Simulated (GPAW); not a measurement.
Crystal: Te.

```
Te
1.0
     2.30590    1.33131    1.69095
    -2.30590    1.33131    1.69095
     0.00000   -2.66263    1.69095
Te
1
Direct
  0.50000 0.50000 0.50000
```

This isn't the form of Te at room conditions, which is trigonal, of chains.

```yaml
Program: GPAW 26.7.0
Task: relaxation of cell and atoms
Functional: revPBE
Potentials_or_basis: the program's PAW data sets (release 1.2.1) made for this functional
Cutoff: 600 eV
Basis: pw
k_mesh: 9 × 9 × 9
Occupations: fermi-dirac, width 0.05 eV
Spin: no spin polarisation
```

At the start: pressure 3.1 GPa; volume 31.15 Å³/atom.

Task: How do energy, volume and symmetry change on relaxing?

Result: Over 8 steps the energy falls by 21.9 meV/atom and the volume is 33.32 Å³/atom (+7.0 %); space group R-3m (No. 166, to 0.05 Å).

The path:
| step | energy change (eV) | largest force (eV/Å) | pressure (GPa) | volume (Å³) |
| --- | --- | --- | --- | --- |
| 1 | 0.0000 | 0.0000 | 3.14 | 31.15 |
| 2 | -0.0123 | 0.0000 | 1.64 | 31.97 |
| 3 | -0.0180 | 0.0000 | 0.10 | 32.97 |
| 4 | -0.0184 | 0.0000 | -0.05 | 33.09 |
| 5 | -0.0198 | 0.0000 | -0.43 | 33.43 |
| 6 | -0.0209 | 0.0000 | -0.59 | 33.62 |
| 7 | -0.0216 | 0.0000 | -0.42 | 33.55 |
| 8 | -0.0219 | 0.0000 | -0.08 | 33.32 |

Final structure:
```cif
data_structure
_symmetry_space_group_name_H-M 'P 1'
_symmetry_Int_Tables_number 1
_cell_length_a 3.2188
_cell_length_b 3.2188
_cell_length_c 3.2188
_cell_angle_alpha 91.311
_cell_angle_beta 91.311
_cell_angle_gamma 91.311
_cell_volume 33.32
loop_
_atom_site_label
_atom_site_type_symbol
_atom_site_fract_x
_atom_site_fract_y
_atom_site_fract_z
_atom_site_occupancy
Te1 Te 0.50000 0.50000 0.50000 1
```

Caveat: later steps reuse the first step's grids.
